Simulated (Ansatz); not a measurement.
Input and command of a calculation in Ansatz (plane waves; scalar-relativistic PAW potentials unless the input names others):

```yaml
crystal:
  lattice:
    - [2.9242701629, 0.0, 0.0]
    - [-1.4621350814, 2.5324922486, 0.0]
    - [0.0, 0.0, 2.8701686366]
  atoms:
    - { symbol: Ta, position: [0.3333333333, 0.6666666667, 0.5] }
    - { symbol: "N", position: [0.0, 0.0, 0.0] }
basis:
  ecutwfc: 420
kpoints:
  mp_grid: { grid: [18, 18, 14] }
  KSPACING: 400
hamiltonian:
  xc: pbesol
scf:
  occupations: { method: fermi_dirac, width: 0.15 }
  max_iter: 75
output:
  forces: true
  eigenvalues: true
  stress: true
relax:
  adjacent_minimum: "off"
  f_tol: 0.001
  max_steps: 60
  cell: { stress_tol: 0.02, p_target: 12.0 }
```

```bash
ansatz run input.yaml --threads 1 --pin off --max-ram 3072MiB --backend cpu --events-out ev --progress --plain --runs-dir out
```

Problem. Will this input run?

Solution. The program refuses it, because of a keyword of another program (kpoints.KSPACING: not typed → 400). Without that key it is accepted.

Abridged log:
```
Error: YAML parse error: error: line 13 column 3: unknown field `KSPACING`, expected one of mp_grid, list, band_path, initial_grid, further_shifts
  --> <input>:13:3
   |
11 | kpoints:
12 |   mp_grid: { grid: [18, 18, 14] }
13 |   KSPACING: 400
   |   ^ unknown field `KSPACING`, expected one of mp_grid, list, band_path, initial_grid, further_shifts
14 | hamiltonian:
15 |   xc: pbesol
   |
```